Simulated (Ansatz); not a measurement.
# Sb2Pt (Geversite) (Pa-3) in Ansatz: reference runs, part 2 of 2

Ansatz 0.2.0.

## 3. Single point, PBE (atoms moved at random, drawn with an rms of 0.05 Å)

File input.yaml:

```yaml
crystal:
  lattice:
    - [6.4423, 0.0, 0.0]
    - [0.0, 6.4423, 0.0]
    - [0.0, 0.0, 6.4423]
  atoms:
    - { symbol: Pt, position: [0.001184, 0.500466, 0.50039] }
    - { symbol: Pt, position: [0.504539, 0.493717, 0.000462] }
    - { symbol: Pt, position: [0.499973, -0.005418, 0.494118] }
    - { symbol: Pt, position: [-0.005911, 0.001027, -0.002137] }
    - { symbol: Sb, position: [0.375837, 0.121258, 0.871451] }
    - { symbol: Sb, position: [0.125164, 0.876656, 0.384925] }
    - { symbol: Sb, position: [0.879283, 0.373714, 0.118458] }
    - { symbol: Sb, position: [0.620104, 0.628335, 0.628747] }
    - { symbol: Sb, position: [0.631161, 0.881625, 0.121313] }
    - { symbol: Sb, position: [0.882927, 0.126985, 0.623041] }
    - { symbol: Sb, position: [0.119819, 0.62744, 0.878549] }
    - { symbol: Sb, position: [0.384965, 0.379975, 0.375002] }
hamiltonian:
  xc: pbe
  pseudopotentials: { kind: paw }
kpoints:
  mp_grid: { grid: [4, 4, 4] }
scf:
  occupations: { method: fermi_dirac, width: 0.05 }
output:
  forces: true
  stress: true
  eigenvalues: true
```

Potentials or basis: Ansatz PAW.

Started as:

```console
$ ansatz run input.yaml --threads 4 --pin off --max-ram 11264MiB --backend cpu --events-out ev --progress --plain --runs-dir out
```

The program printed:

```text
Warning: RAYON_NUM_THREADS=4 ignored (pool sized by the plan → 4); use --threads N
Engine: ansatz 0.2.0, x86_64-unknown-linux-gnu
[... 76 lines left out ...]
  k-point 1: bands = ["-84.4548", "-84.4063", "-84.3480", "-84.3251", "-38.7478", "-38.7250", "-38.6736", "-38.6642", "-38.6358", "-38.6143", "-38.6045", "-38.5893", "-38.5817", "-38.5649", "-38.4831", "-38.4514", "-14.6605", "-14.6475", "-14.6192", "-14.6145", "-14.5394", "-14.5282", "-14.5231", "-14.5224", "-14.5086", "-14.5052", "-14.4969", "-14.4918", "-14.4657", "-14.4635", "-14.4581", "-14.4575", "-14.4526", "-14.4506", "-14.4451", "-14.4438", "-14.4413", "-14.4382", "-14.4352", "-14.4346", "-14.4312", "-14.4287", "-14.4284", "-14.4260", "-14.4251", "-14.4241", "-14.4208", "-14.4173", "-14.4090", "-14.4075", "-14.4002", "-14.3997", "-14.3870", "-14.3767", "-14.3748", "-14.3550", "1.9954", "3.5022", "4.0930", "4.1437", "5.6532", "5.6703", "5.7276", "6.6399", "8.5311", "8.7608", "8.9541", "9.0023", "9.5286", "9.5569", "9.6216", "9.7006", "9.7831", "9.9080", "9.9451", "10.3374", "10.5232", "10.8320", "10.8804", "10.9469", "10.9835", "11.0222", "11.0585", "11.1207", "11.2271", "11.4199", "11.4710", "11.6644", "11.9131", "12.0061", "12.2739", "12.6535", "13.0098", "13.5603", "13.7649", "14.6621", "14.8909", "14.9384", "15.0300", "15.9619", "17.2049", "17.9097", "18.1273", "18.1559", "18.3285", "18.6697", "19.0620", "19.4326", "19.6976", "20.2833", "20.3517", "20.8289", "20.8642", "21.3809", "21.6490", "21.9537"]
  k-point 2: bands = ["-84.4548", "-84.4063", "-84.3480", "-84.3251", "-38.7478", "-38.7250", "-38.6736", "-38.6642", "-38.6359", "-38.6143", "-38.6045", "-38.5893", "-38.5817", "-38.5649", "-38.4831", "-38.4514", "-14.6598", "-14.6472", "-14.6177", "-14.6152", "-14.5384", "-14.5266", "-14.5254", "-14.5231", "-14.5092", "-14.5058", "-14.4995", "-14.4940", "-14.4637", "-14.4607", "-14.4580", "-14.4571", "-14.4510", "-14.4490", "-14.4458", "-14.4425", "-14.4415", "-14.4394", "-14.4353", "-14.4331", "-14.4317", "-14.4293", "-14.4291", "-14.4265", "-14.4246", "-14.4228", "-14.4216", "-14.4179", "-14.4102", "-14.4075", "-14.4003", "-14.4001", "-14.3845", "-14.3793", "-14.3754", "-14.3559", "2.5959", "2.6761", "4.2413", "4.2871", "5.7073", "5.7524", "5.8643", "5.9158", "8.4275", "8.5022", "9.0685", "9.1505", "9.1794", "9.2494", "9.7466", "9.7911", "9.8127", "9.8735", "10.4919", "10.5667", "10.6022", "10.6383", "10.6902", "10.7592", "10.9875", "11.0378", "11.1115", "11.1417", "11.4536", "11.4785", "11.4978", "11.5258", "12.4473", "12.4838", "12.6583", "12.7079", "13.1183", "13.2348", "13.8973", "13.9598", "15.3742", "15.5307", "16.0944", "16.1765", "16.8565", "16.8763", "17.7412", "17.7964", "18.3761", "18.3937", "18.9398", "19.0271", "19.7791", "19.9606", "20.2936", "20.3850", "20.5706", "20.7256", "21.5052", "21.6430"]
  k-point 35: bands = ["-84.4548", "-84.4063", "-84.3480", "-84.3251", "-38.7478", "-38.7250", "-38.6736", "-38.6642", "-38.6358", "-38.6143", "-38.6045", "-38.5893", "-38.5817", "-38.5649", "-38.4831", "-38.4514", "-14.6573", "-14.6444", "-14.6154", "-14.6130", "-14.5422", "-14.5336", "-14.5260", "-14.5254", "-14.5107", "-14.5077", "-14.4973", "-14.4932", "-14.4600", "-14.4581", "-14.4531", "-14.4515", "-14.4505", "-14.4478", "-14.4460", "-14.4455", "-14.4403", "-14.4393", "-14.4357", "-14.4333", "-14.4327", "-14.4302", "-14.4301", "-14.4259", "-14.4246", "-14.4233", "-14.4200", "-14.4180", "-14.4098", "-14.4093", "-14.4002", "-14.3996", "-14.3843", "-14.3811", "-14.3804", "-14.3590", "3.8263", "3.8841", "3.9360", "3.9838", "4.6198", "4.7326", "4.7708", "4.8095", "8.5657", "8.6499", "8.6662", "8.7383", "9.4357", "9.4979", "9.5173", "9.5782", "10.7668", "10.8173", "10.8483", "10.8624", "10.9153", "10.9200", "10.9390", "10.9856", "11.1367", "11.1743", "11.2469", "11.2885", "11.6658", "11.6773", "11.7278", "11.7713", "13.3245", "13.3940", "13.4347", "13.4948", "13.8309", "13.8880", "13.9749", "14.0568", "14.5816", "14.5897", "14.6139", "14.6295", "17.0203", "17.0731", "17.0966", "17.1848", "17.3813", "17.4483", "17.4960", "17.5375", "20.5379", "20.5786", "20.6446", "20.7423", "21.0450", "21.1497", "21.1928", "21.2086"]
```

Run time: 20 s. Hardware: 4 threads of AMD EPYC 7R43 (Zen 3), shared host; peak memory 1.4 GiB.

Results:

- Free energy: -101973.1413 eV
- Pressure: 6.8 GPa
- Largest force: 0.994 eV/Å
- Band gap on the k mesh: none (metal or under the smearing width)

Forces on the atoms (eV/Å):
```
Pt  -0.003  0.053 -0.105
Pt  -0.331  0.611 -0.150
Pt   0.353  0.682  0.356
Pt   0.930 -0.055  0.228
Sb  -0.141  0.188 -0.043
Sb   0.082 -0.360 -0.924
Sb  -0.248  0.042  0.721
Sb   0.637 -0.145  0.009
Sb  -0.584 -0.762  0.183
Sb  -0.808  0.231  0.093
Sb   0.659 -0.022 -0.324
Sb  -0.547 -0.464 -0.046
```

Spin-orbit coupling is left out, which matters for the levels of Pt, Sb.

## 4. Against experiment

Step 2. A measured gap of Sb2Pt is 0.11 eV (a printed reference work, data compilation); the calculated 0.00 eV misses it by -0.11 eV. Spin-orbit coupling on Pt, Sb is left out. The value is that of PBE on a finite k mesh, which can miss the band edges, without temperature or zero-point motion. Semilocal functionals fall short of measured gaps as a rule.
